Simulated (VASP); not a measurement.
Write the native input for VASP 6.6.1 that does the following.

```yaml
Task: single point
Functional: PBE
Potentials_or_basis: VASP PAW PBE potentials, release 64 (Sc_sv)
Cutoff: 520 eV
k_mesh: 10 × 10 × 10
Occupations: gaussian, width 0.02 eV
Spin: no spin polarisation
Further_INCAR_settings: ALGO = Normal; EDIFF = 1e-07
```

The structure of Sc lies in POSCAR:

```
Sc
3.2096
   -0.597334710213      0.597334710213      0.535145500997
    0.597334710213     -0.597334710213      0.535145500997
    0.597334710213      0.597334710213     -0.535145500997
Sc
1
Direct
    0.0000000000      0.0000000000      0.0000000000
```

This isn't the form of Sc at room conditions, which is hcp.

One way to write it, as run:

INCAR

```
SYSTEM = Sc
PREC = Accurate ; ENCUT = 520
EDIFF = 1E-7 ; ISMEAR = 0
SIGMA = 0.02 ; LREAL = .FALSE.
LASPH = .TRUE. ; NELM = 100
ALGO = Normal ; ISIF = 2
LWAVE = .FALSE. ; LCHARG = .FALSE.
GGA = PE
```

KPOINTS

```
regular mesh
0
G
  10 10 10
  0 0 0
```

Potentials or basis: VASP PAW PBE potentials, release 64 (Sc_sv).

The run is started by

```sh
$ cat potpaw_PBE.64/Sc_sv/POTCAR > POTCAR
$ mpirun -np 1 vasp_std > vasp.out
```

It gave:

- Pressure: -0.8 GPa
- Band gap on the k mesh: none (metal or under the smearing width)

Run time: 21 s on 1 thread of Intel(R) Xeon(R) Platinum 8375C CPU @ 2.90GHz (Ice Lake), on a shared host, peak memory 0.14 GiB.
